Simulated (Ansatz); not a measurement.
# Ge (Fmmm) in Ansatz: notebook

One crystal, Ge, is run at these levels: HSE06 form with a typed share of exact exchange; tasks: single point.

Everything below comes from runs of Ansatz 0.2.0. Logs are shortened: lines on timing, memory, paths and dates and some standing lists are left out, and cuts for length are marked.

**1. The structure**

The structure is orthorhombic, space group Fmmm (No. 69). The conventional cell has a = 5.261 Å, b = 5.771 Å, c = 10.231 Å, α = 90.00°, β = 90.00°, γ = 90.00°. Ge (site symmetry m2m) has 5 Ge at 2.61 to 2.73 Å as nearest neighbours. Ge (site symmetry mm2) has 6 Ge at 2.71 to 2.96 Å as nearest neighbours.

This isn't the form of Ge at room conditions, which is diamond.

**2. Single point, HSE06 form with a typed share of exact exchange**

File input.yaml:

```yaml
crystal:
  lattice:
    - [0.0, 2.88574, 5.115665]
    - [2.630497, 0.0, 5.115665]
    - [2.630497, 2.88574, 0.0]
  atoms:
    - { symbol: Ge, position: [0.72649, 0.27351, 0.72649] }
    - { symbol: Ge, position: [0.27351, 0.72649, 0.27351] }
    - { symbol: Ge, position: [0.218133, 0.218133, 0.781867] }
    - { symbol: Ge, position: [0.781867, 0.781867, 0.218133] }
hamiltonian:
  xc: { exchange: pbe, correlation: pbe, exx: { coeff: 0.05, omega: 0.2 } }
  pseudopotentials: { kind: paw }
kpoints:
  mp_grid: { grid: [4, 4, 4] }
scf:
  occupations: { method: fermi_dirac, width: 0.05 }
output:
  forces: true
  stress: true
  eigenvalues: true
```

Potentials or basis: Ansatz PAW.

Started as:

```bash
> ansatz run input.yaml --threads 2 --pin off --max-ram 5632MiB --backend cpu --events-out ev --progress --plain --runs-dir out
```

Log:

```text
Warning: output.stress: scf.convergence.dr2_threshold = 1e-7 eV (the SCF's general default) is looser than the 4e-10 eV advised for a printed stress (1e-10 eV for each atom of the cell: 4). What an SCF threshold leaves in a stress goes as its square root, and in the free energy as the threshold itself, and one threshold admits the most on a small cell: of the crystals measured, under no hybrid functional and no lock of the moments, on runs that ended without the residual-converged pass, on stresses that held no estimate of that error, the worst erred by over 100 MPa in a component at 1e-7 eV an atom and by under 5 at 1e-10. Set scf.convergence.dr2_threshold to 4e-10 eV or tighter. The threshold is an SCF's pass mark: one that does not reach it within its budget of iterations ends unconverged, or closes short of it on a stop that the run arms, and scf.convergence.dr2_threshold's page says what that costs each kind of run
Warning: output.stress: scf.exx.energy_threshold = 1e-6 eV is looser than the 4e-8 eV advised for a stress under a hybrid functional (1e-8 eV for each atom of the cell: 4). Every SCF of the exchange loop can meet its threshold on dr2 while the loop round them stops early: no threshold on dr2 bounds what that leaves in the stress. Set scf.exx.energy_threshold to 4e-8 eV or tighter. The threshold is the loop's pass mark: a loop that does not reach it within its budget of cycles ends unconverged, and scf.exx.energy_threshold's page has the law
Warning: RAYON_NUM_THREADS=2 ignored (pool sized by the plan → 2); use --threads N
Engine: ansatz 0.2.0, x86_64-unknown-linux-gnu
Pseudopotentials: kind: paw
Pseudopotential: Ge, paw, valence charge 14, recommended cutoff 420 eV (normal), Ge.paw.azcp
Functional definition: unnamed
  parameter a_1 = 0.05
  parameter omega_1 = 0.2/angstrom
  exchange = pbe_x + (-a_1)*pbe_x_sr(omega_1) + a_1*exact_x_sr(omega_1)
  correlation = pbe_c
Crystal: 4 atoms, lattice volume = 77.665 Å³
Basis set: ecut = 420 eV, 1525 PW (Γ), exchange–correlation on 80×80×54 points (8 copies of the dense FFT grid, shifted against one another)
Bands: 34, of which v1, the nominal top of the filled ones, is band 28 counted from 1 (27 counted from 0)
Symmetry: 8 space group operations
Space group: Fmmm (ITA 69), of the structure as read, at distance tolerance 4.3e-5 Å
k-points: 18 of 64
Non-local potential: Ge, projectors of the file, l = 0: 2, l = 1: 2, l = 2: 3, l = 3: 1
PAW form: soft (Blöchl's): semilocal exchange-correlation on the pseudo side does not see the compensation charge
PAW frozen core: Ge, regenerated for the run's functional, and the local potential with it (the file was generated under x = pbe(κ = 0.804, μ = 0.2195149727645171), c = pbe(β = 0.06672455060314922))
PAW one-centre angular grid: Ge, 590 points (default); XC on 64 Gauss nodes
Initial density: superposition of atomic densities (neutral atoms: chi_scale 0, normalization atom), corrected by the library's trained network
Initial wavefunctions: pseudopotential atomic-orbital guess
Functional: x = pbe(κ = 0.804, μ = 0.2195149727645171), c = pbe(β = 0.06672455060314922), warm-up for x = pbe(κ = 0.804, μ = 0.2195149727645171) + 0.05 (exact − pbe) at short range (hse, ω = 0.2 Å⁻¹), c = pbe(β = 0.06672455060314922)
SCF iter   1: F=—  HF=-17179.003789 eV  |F-HF|=—  |Δ(HF+E_count)|=         —  Δρ=2.45e-3  dr2=9.21e-3  ethr=1.77e-3  ⟨swp⟩=6.1  Hψ=2266  notcnv=0
preconditioner: auto → none  [insulator: Δε(μ)=0.185 eV  Ē_g=22.383 eV  σ=0.050 eV  W_gap=0.61  n_scr=28 (ndim 8)  ℏωp=31.5 eV  f_vac=0.000  D(μ)=1.90/eV (n_scr^D=10)]
iter 2 solved again at ethr=1.03e-6 eV; its pass at ethr=1.65e-5 eV (dr2=5.75e-4 eV) is discarded
SCF iter   2: F=—  HF=-17179.002565 eV  |F-HF|=—  |Δ(HF+E_count)|=   1.22e-3  Δρ=9.76e-4  dr2=5.78e-4  ethr=1.03e-6  ⟨swp⟩=3.1  Hψ=2513  notcnv=0
SCF iter   3: F=—  HF=-17179.002630 eV  |F-HF|=—  |Δ(HF+E_count)|=   6.56e-5  Δρ=3.56e-4  dr2=6.99e-5  ethr=1.03e-6  ⟨swp⟩=3.0  Hψ=1221  notcnv=0
SCF iter   4: F=—  HF=-17179.002662 eV  |F-HF|=—  |Δ(HF+E_count)|=   3.19e-5  Δρ=6.26e-5  dr2=1.82e-6  ethr=1.25e-7  ⟨swp⟩=3.0  Hψ=1274  notcnv=0
SCF iter   5: F=—  HF=-17179.002664 eV  |F-HF|=—  |Δ(HF+E_count)|=   1.70e-6  Δρ=8.04e-6  dr2=3.89e-8  ethr=3.26e-9  ⟨swp⟩=3.2  Hψ=1471  notcnv=0
SCF iter   6: F=—  HF=-17179.002664 eV  |F-HF|=—  |Δ(HF+E_count)|=   1.58e-8  Δρ=2.54e-6  dr2=2.40e-9  ethr=6.94e-11  ⟨swp⟩=4.0  Hψ=1748  notcnv=0
SCF iter   7: F=-17179.002664 eV  HF=-17179.002664 eV  |F-HF|=1.64e-10  |Δ(HF+E_count)|=  6.69e-10  Δρ=7.01e-7  dr2=1.93e-10  ethr=4.29e-12  ⟨swp⟩=3.0  Hψ=1639  notcnv=0
SCF 1 converged in 7 iterations: F = -17179.002664 eV  dr2 = 1.93e-10
Initial density: handed on by an earlier stage of this run
Initial wavefunctions: those handed on with the density
Functional: x = pbe(κ = 0.804, μ = 0.2195149727645171) + 0.05 (exact − pbe) at short range (hse, ω = 0.2 Å⁻¹), c = pbe(β = 0.06672455060314922)
Exchange kernel: α = 0.0500, screened, ω = 0.2000 Å⁻¹, Wigner–Seitz truncation, v(0) = 1116.7831 eV·Å³, q-mesh 4×4×4, nearest image of the exchange supercell L = 15.62 Å, pair-density grid 25×40×25, without the augmentation charges, whose exchange is taken in its separable form by FFT convolution over the k-point mesh (the finest that the files' search goes to), smooth part of the exact exchange by density-matrix convolution
Frozen-core exchange: fock
iter 1 solved again at ethr=2.59e-6 eV; its pass at ethr=1.00e-1 eV (dr2=1.45e-3 eV) is discarded
SCF iter   1: F=—  HF=-17179.589586 eV  |F-HF|=—  |Δ(HF+E_count)|=         —  Δρ=2.85e-3  dr2=2.09e-3  ethr=2.59e-6  ⟨swp⟩=4.9  Hψ=3430  notcnv=0
preconditioner: auto → none  [insulator: Δε(μ)=0.200 eV  Ē_g=23.055 eV  σ=0.050 eV  W_gap=0.63  n_scr=28 (ndim 8)  ℏωp=31.5 eV  f_vac=0.000  D(μ)=1.84/eV (n_scr^D=10)]
SCF iter   2: F=—  HF=-17179.587885 eV  |F-HF|=—  |Δ(HF+E_count)|=   1.70e-3  Δρ=7.21e-4  dr2=3.75e-4  ethr=2.59e-6  ⟨swp⟩=3.0  Hψ=1629  notcnv=0
SCF iter   3: F=—  HF=-17179.587853 eV  |F-HF|=—  |Δ(HF+E_count)|=   3.26e-5  Δρ=4.07e-4  dr2=5.59e-5  ethr=3.31e-7  ⟨swp⟩=2.9  Hψ=1157  notcnv=0
SCF iter   4: F=—  HF=-17179.588029 eV  |F-HF|=—  |Δ(HF+E_count)|=   1.77e-4  Δρ=3.05e-4  dr2=1.53e-4  ethr=9.41e-8  ⟨swp⟩=3.6  Hψ=1467  notcnv=0
SCF iter   5: F=—  HF=-17179.588023 eV  |F-HF|=—  |Δ(HF+E_count)|=   6.03e-6  Δρ=1.99e-4  dr2=1.24e-4  ethr=9.41e-8  ⟨swp⟩=3.9  Hψ=1507  notcnv=0  defer=1
SCF iter   6: F=—  HF=-17179.588006 eV  |F-HF|=—  |Δ(HF+E_count)|=   1.67e-5  Δρ=1.28e-4  dr2=5.09e-5  ethr=9.41e-8  ⟨swp⟩=2.4  Hψ=1135  notcnv=0  defer=1
SCF iter   7: F=—  HF=-17179.587996 eV  |F-HF|=—  |Δ(HF+E_count)|=   1.03e-5  Δρ=4.01e-5  dr2=4.70e-6  ethr=9.09e-8  ⟨swp⟩=3.0  Hψ=1172  notcnv=0
SCF iter   8: F=—  HF=-17179.587995 eV  |F-HF|=—  |Δ(HF+E_count)|=   1.04e-6  Δρ=6.63e-6  dr2=1.45e-7  ethr=8.33e-9  ⟨swp⟩=3.2  Hψ=1305  notcnv=0  defer=1
SCF iter   9: F=-17179.587995 eV  HF=-17179.587995 eV  |F-HF|=1.88e-9  |Δ(HF+E_count)|=   1.86e-8  Δρ=1.13e-6  dr2=3.87e-8  ethr=1.93e-10  ⟨swp⟩=3.9  Hψ=1419  notcnv=0  defer=6
SCF 2 converged in 9 iterations: F = -17179.587995 eV  dr2 = 3.87e-8
  Residual-converged pass: ⟨swp⟩=3.0  Hψ=1302  notcnv=0  max |occ|·‖R‖ = 6.6e-6 eV (tolerance 6.7e-6 eV)  dr2=3.85e-8  dr2_onsite=1.91e-9  max |Δocc| = 1.5e-10
hybrid outer 1: dexx = +1.404e-4 eV, tail = 1.40e-4 eV
Exchange kernel: α = 0.0500, screened, ω = 0.2000 Å⁻¹, Wigner–Seitz truncation, v(0) = 1116.7831 eV·Å³, q-mesh 4×4×4, nearest image of the exchange supercell L = 15.62 Å, pair-density grid 25×40×25, without the augmentation charges, whose exchange is taken in its separable form by FFT convolution over the k-point mesh (the finest that the files' search goes to), smooth part of the exact exchange by density-matrix convolution
Frozen-core exchange: fock
SCF iter   1: F=—  HF=-17179.588000 eV  |F-HF|=—  |Δ(HF+E_count)|=         —  Δρ=4.88e-6  dr2=1.91e-8  ethr=1.64e-9  ⟨swp⟩=6.5  Hψ=1408  notcnv=0
preconditioner: auto → none  [insulator: Δε(μ)=0.199 eV  Ē_g=23.009 eV  σ=0.050 eV  W_gap=0.63  n_scr=28 (ndim 8)  ℏωp=31.5 eV  f_vac=0.000  D(μ)=1.85/eV (n_scr^D=10)]
SCF iter   2: F=—  HF=-17179.588000 eV  |F-HF|=—  |Δ(HF+E_count)|=  1.56e-10  Δρ=8.73e-7  dr2=3.42e-9  ethr=2.96e-11  ⟨swp⟩=3.7  Hψ=1661  notcnv=0
SCF iter   3: F=-17179.588000 eV  HF=-17179.588000 eV  |F-HF|=4.37e-11  |Δ(HF+E_count)|=   1.80e-8  Δρ=3.18e-7  dr2=6.82e-11  ethr=1.00e-12  ⟨swp⟩=3.1  Hψ=1618  notcnv=0
SCF 3 converged in 3 iterations: F = -17179.588000 eV  dr2 = 6.82e-11
  Residual-converged pass: ⟨swp⟩=3.0  Hψ=1188  notcnv=0  max |occ|·‖R‖ = 2.5e-7 eV (tolerance 2.7e-7 eV)  dr2=6.92e-11  dr2_onsite=4.67e-11  max |Δocc| = 2.2e-13
hybrid outer 2: dexx = +1.090e-9 eV, tail = 2.33e-10 eV, Δε = 1.51e-4 eV (about 5.41e-6 eV left of the loop's levels), ΔF = 5.32e-5 eV/Å (tail 4.15e-5)
hybrid SCF converged: 2 outer / 12 inner (+7 warm-up), last move |dexx| = 1.09e-9 eV, tail = 2.33e-10 eV
Stability not checked: this state was not tested for a lower state beside it, because the functional holds exact exchange (a hybrid, or Hartree-Fock), whose exchange loop this test does not read (fock_operator; see scf.lower_state_search)
Free energy (F): -17179.588000 eV
Frozen-core exchange: fock
Harris-Foulkes:  -17179.588000 eV  (|F-HF|=4.37e-11)
Internal energy: -17179.572326 eV  (E = F + TS)
E sigma→0 (E₀):  -17179.580163 eV
Entropy (-TS):   -0.015674 eV (-3.919 meV/atom)
Fermi energy:    10.543059 eV
--- Per-component energies (eV) ---
  E_band       = -511.127842
  E_kinetic    = 440.498396
  E_local      = -8740.555018  (includes V_loc(G=0)·N_el)
  E_nonlocal   = 1665.491864
  E_hartree    = 3823.912047
  E_xc         = -289.951285
  E_vxc        = -247.365407  (∫ρ·V_xc dr)
  E_exx        = -43.430800  (= α·E_x^exact, valence–valence)
  E_paw        = -8039.123575  (= ΣΔE_a)
  E_vpaw       = -1190.161687  (= ΣTr[D̂ρ^β])
  E_aug_tail   = 0.001275  (compensation charges beyond the density's cutoff)
  E_ewald      = -5996.134398
  E_core_change = -0.280831  (= ΣΔE_core)
  E_smearing   = -0.015674  (= −TS)
  E_closure    = -0.000000  (closes the sum)
  Σ components = -17179.588000   (vs F -17179.588000, Δ=-3.64e-12)
--- Forces (eV/Å), atoms counted from 1 ---
  atom   1  Ge     0.00000000     0.17541385     0.00000000
  atom   2  Ge     0.00000000    -0.17541385     0.00000000
  atom   3  Ge     0.00000000     0.00000000    -0.15145480
  atom   4  Ge     0.00000000     0.00000000     0.15145480
  max |Σ_I F_I| component: 2.78e-17 eV/Å
--- Stress (GPa, compression-positive) ---
       -1.841363       0.000000       0.000000
        0.000000       3.574048       0.000000
        0.000000       0.000000      -3.813068
  P = ⅓ Tr σ = -0.6935 GPa (-6.935 kbar)
--- Band table (eV; the first three rows and the last of 18) ---
  k-point 0: bands = ["-14.9575", "-14.9182", "-14.8979", "-14.8822", "-14.8767", "-14.8735", "-14.8605", "-14.8512", "-14.8258", "-14.8141", "-14.7938", "-14.7899", "-14.7775", "-14.7653", "-14.7137", "-14.6972", "-14.6950", "-14.6848", "-14.6650", "-14.5874", "-2.7885", "1.9040", "4.1239", "6.6638", "7.5422", "8.0984", "8.4733", "8.5995", "8.7961", "13.4915", "14.2414", "14.6682", "16.8721", "17.6538"]
  k-point 1: bands = ["-14.9387", "-14.8988", "-14.8863", "-14.8832", "-14.8733", "-14.8688", "-14.8582", "-14.8348", "-14.8211", "-14.8036", "-14.7967", "-14.7768", "-14.7694", "-14.7652", "-14.7303", "-14.7074", "-14.7030", "-14.6986", "-14.6869", "-14.6229", "-2.0862", "1.8730", "3.2687", "4.6169", "6.2019", "8.5070", "9.2683", "10.4346", "11.0305", "12.2175", "14.3200", "14.8957", "15.9369", "16.1070"]
  k-point 2: bands = ["-14.9039", "-14.9003", "-14.8907", "-14.8882", "-14.8526", "-14.8428", "-14.8364", "-14.8349", "-14.8114", "-14.8024", "-14.8016", "-14.7692", "-14.7502", "-14.7423", "-14.7408", "-14.7331", "-14.7299", "-14.7120", "-14.6933", "-14.6849", "-0.0792", "0.0831", "2.2509", "3.2786", "8.4857", "8.8307", "9.6570", "11.2733", "11.4936", "11.7104", "12.8709", "12.9598", "14.0492", "14.9655"]
  k-point 17: bands = ["-14.9499", "-14.9083", "-14.8914", "-14.8764", "-14.8757", "-14.8525", "-14.8454", "-14.8448", "-14.8354", "-14.8054", "-14.8051", "-14.7965", "-14.7725", "-14.7681", "-14.7362", "-14.7101", "-14.7016", "-14.6978", "-14.6653", "-14.5890", "-1.5772", "-1.1456", "5.6528", "5.9265", "8.3055", "8.5548", "10.2618", "11.0301", "11.5746", "11.7201", "12.5521", "13.3011", "15.5450", "16.1107"]
```

Run time: 24 s. Hardware: 2 threads of Intel Xeon 6975P-C (Granite Rapids), shared host; peak memory 1.4 GiB.

What came out:

```
Free energy            : -17179.5880 eV
Pressure               : -0.7 GPa
Largest force          : 0.175 eV/Å
Band gap on the k mesh : none (metal or under the smearing width)
```

Forces on the atoms (eV/Å):
```
Ge   0.000  0.175  0.000
Ge   0.000 -0.175  0.000
Ge   0.000  0.000 -0.151
Ge   0.000  0.000  0.151
```

Caveat: the k mesh is coarse (spacing up to 0.43 Å⁻¹), so the values aren't converged, least of all with exact exchange; the PAW data sets come from PBE, with cores solved anew for the run's functional, which leaves a small shift of forces and pressure; the thresholds are loose for stress.

**3. Single point, HSE06 form with a typed share of exact exchange**

Edit input.yaml of step 2 so:

```diff
@@ -11,3 +11,3 @@
 hamiltonian:
-  xc: { exchange: pbe, correlation: pbe, exx: { coeff: 0.05, omega: 0.2 } }
+  xc: { exchange: pbe, correlation: pbe, exx: { coeff: 0.1, omega: 0.2 } }
   pseudopotentials: { kind: paw }
```

Potentials or basis: Ansatz PAW.

Started as:

```bash
> ansatz run input.yaml --threads 2 --pin off --max-ram 5632MiB --backend cpu --events-out ev --progress --plain --runs-dir out
```

Log:

```text
Warning: output.stress: scf.convergence.dr2_threshold = 1e-7 eV (the SCF's general default) is looser than the 4e-10 eV advised for a printed stress (1e-10 eV for each atom of the cell: 4). What an SCF threshold leaves in a stress goes as its square root, and in the free energy as the threshold itself, and one threshold admits the most on a small cell: of the crystals measured, under no hybrid functional and no lock of the moments, on runs that ended without the residual-converged pass, on stresses that held no estimate of that error, the worst erred by over 100 MPa in a component at 1e-7 eV an atom and by under 5 at 1e-10. Set scf.convergence.dr2_threshold to 4e-10 eV or tighter. The threshold is an SCF's pass mark: one that does not reach it within its budget of iterations ends unconverged, or closes short of it on a stop that the run arms, and scf.convergence.dr2_threshold's page says what that costs each kind of run
[... 101 lines left out ...]
  k-point 2: bands = ["-15.6070", "-15.6033", "-15.5943", "-15.5915", "-15.5560", "-15.5462", "-15.5393", "-15.5378", "-15.5120", "-15.5046", "-15.5040", "-15.4693", "-15.4508", "-15.4430", "-15.4404", "-15.4330", "-15.4303", "-15.4129", "-15.3928", "-15.3850", "-0.3533", "-0.1879", "2.0408", "3.0880", "8.4350", "8.7641", "9.6070", "11.2730", "11.5049", "11.7342", "12.9344", "13.0248", "14.1400", "15.0655"]
  k-point 17: bands = ["-15.6534", "-15.6083", "-15.5942", "-15.5801", "-15.5791", "-15.5565", "-15.5482", "-15.5468", "-15.5370", "-15.5069", "-15.5068", "-15.4966", "-15.4730", "-15.4688", "-15.4401", "-15.4108", "-15.4020", "-15.3971", "-15.3644", "-15.2895", "-1.8849", "-1.4453", "5.5426", "5.8178", "8.2167", "8.4794", "10.2325", "11.0531", "11.6022", "11.7629", "12.5905", "13.3690", "15.6208", "16.1880"]
```

It took 26 s on 2 threads of Intel Xeon 6975P-C (Granite Rapids), shared host; peak memory 1.4 GiB.

What came out:

- Free energy: -17180.1870 eV
- Pressure: -1.3 GPa
- Largest force: 0.181 eV/Å
- Band gap on the k mesh: none (metal or under the smearing width)

Forces in eV/Å, atoms in the order of the input:
```
Ge   0.000  0.181  0.000
Ge   0.000 -0.181  0.000
Ge   0.000  0.000 -0.171
Ge   0.000  0.000  0.171
```

Levels at points of the mesh, in eV from the Fermi level:
| k point | band 26 | band 27 | band 28 | band 29 | band 30 | band 31 |
| --- | --- | --- | --- | --- | --- | --- |
| (0.00, 0.00, 0.00) | -2.53 | -2.14 | -2.01 | -1.81 | 3.00 | 3.76 |
| (0.00, 0.00, -0.50) | -1.77 | -0.93 | 0.74 | 0.97 | 1.20 | 2.40 |
| (0.00, -0.50, -0.50) | -5.59 | -3.61 | -2.22 | -2.02 | 2.86 | 3.95 |
| (-0.50, 0.00, -0.50) | -4.43 | -3.38 | -2.83 | -1.33 | -0.90 | 3.75 |
| (-0.50, -0.50, 0.00) | -2.05 | -0.30 | 0.52 | 1.07 | 1.23 | 2.06 |

Caveat: the k mesh is coarse (spacing up to 0.43 Å⁻¹), so the values aren't converged, least of all with exact exchange; the PAW data sets come from PBE, with cores solved anew for the run's functional, which leaves a small shift of forces and pressure; the thresholds are loose for stress.

**4. Single point, HSE06 form with a typed share of exact exchange**

Edit input.yaml of step 3 so:

```diff
@@ -11,3 +11,3 @@
 hamiltonian:
-  xc: { exchange: pbe, correlation: pbe, exx: { coeff: 0.1, omega: 0.2 } }
+  xc: { exchange: pbe, correlation: pbe, exx: { coeff: 0.15, omega: 0.2 } }
   pseudopotentials: { kind: paw }
```

Potentials or basis: Ansatz PAW.

Started as:

```bash
> ansatz run input.yaml --threads 2 --pin off --max-ram 5632MiB --backend cpu --events-out ev --progress --plain --runs-dir out
```

Log:

```text
Warning: output.stress: scf.convergence.dr2_threshold = 1e-7 eV (the SCF's general default) is looser than the 4e-10 eV advised for a printed stress (1e-10 eV for each atom of the cell: 4). What an SCF threshold leaves in a stress goes as its square root, and in the free energy as the threshold itself, and one threshold admits the most on a small cell: of the crystals measured, under no hybrid functional and no lock of the moments, on runs that ended without the residual-converged pass, on stresses that held no estimate of that error, the worst erred by over 100 MPa in a component at 1e-7 eV an atom and by under 5 at 1e-10. Set scf.convergence.dr2_threshold to 4e-10 eV or tighter. The threshold is an SCF's pass mark: one that does not reach it within its budget of iterations ends unconverged, or closes short of it on a stop that the run arms, and scf.convergence.dr2_threshold's page says what that costs each kind of run
[... 105 lines left out ...]
  k-point 2: bands = ["-16.3120", "-16.3082", "-16.2996", "-16.2967", "-16.2612", "-16.2515", "-16.2440", "-16.2426", "-16.2147", "-16.2088", "-16.2080", "-16.1715", "-16.1535", "-16.1459", "-16.1420", "-16.1350", "-16.1327", "-16.1158", "-16.0943", "-16.0872", "-0.6268", "-0.4583", "1.8316", "2.8981", "8.3852", "8.6968", "9.5561", "11.2720", "11.5160", "11.7584", "12.9991", "13.0908", "14.2316", "15.1657"]
  k-point 17: bands = ["-16.3586", "-16.3104", "-16.2988", "-16.2857", "-16.2844", "-16.2624", "-16.2528", "-16.2510", "-16.2406", "-16.2106", "-16.2102", "-16.1986", "-16.1756", "-16.1715", "-16.1459", "-16.1136", "-16.1045", "-16.0984", "-16.0656", "-15.9922", "-2.1922", "-1.7443", "5.4338", "5.7104", "8.1272", "8.4034", "10.2024", "11.0773", "11.6308", "11.8075", "12.6284", "13.4378", "15.6963", "16.2656"]
```

It took 24 s on 2 threads of Intel Xeon 6975P-C (Granite Rapids), shared host; peak memory 1.4 GiB.

What came out:

```
Free energy            : -17180.7992 eV
Pressure               : -1.8 GPa
Largest force          : 0.191 eV/Å
Band gap on the k mesh : none (metal or under the smearing width)
```

Forces in eV/Å, atoms in the order of the input:
```
Ge   0.000  0.187  0.000
Ge   0.000 -0.187  0.000
Ge   0.000  0.000 -0.191
Ge   0.000  0.000  0.191
```

Caveat: the k mesh is coarse (spacing up to 0.43 Å⁻¹), so the values aren't converged, least of all with exact exchange; the PAW data sets come from PBE, with cores solved anew for the run's functional, which leaves a small shift of forces and pressure; the thresholds are loose for stress.

**5. The runs side by side**

| share of exact exchange | gap on the mesh (eV) | pressure (GPa) | largest force (eV/Å) |
| --- | --- | --- | --- |
| 0.05 | none | -0.7 | 0.18 |
| 0.1 | none | -1.3 | 0.18 |
| 0.15 | none | -1.8 | 0.19 |

Alike in all rows: task single point; level HSE06 form with a typed share of exact exchange; potentials or basis Ansatz PAW; no spin polarisation; cell as given; k mesh 4 × 4 × 4; cutoff (eV) 420; smearing fermi-dirac 0.05 eV; the mesh is coarse, so values aren't converged.

Caveats: all runs use coarse meshes; the PAW data sets come from PBE, with cores solved anew for the run's functional, which leaves a small shift of forces and pressure; the thresholds are loose for stress.

Absolute energies hang on the potentials; compare differences alone.
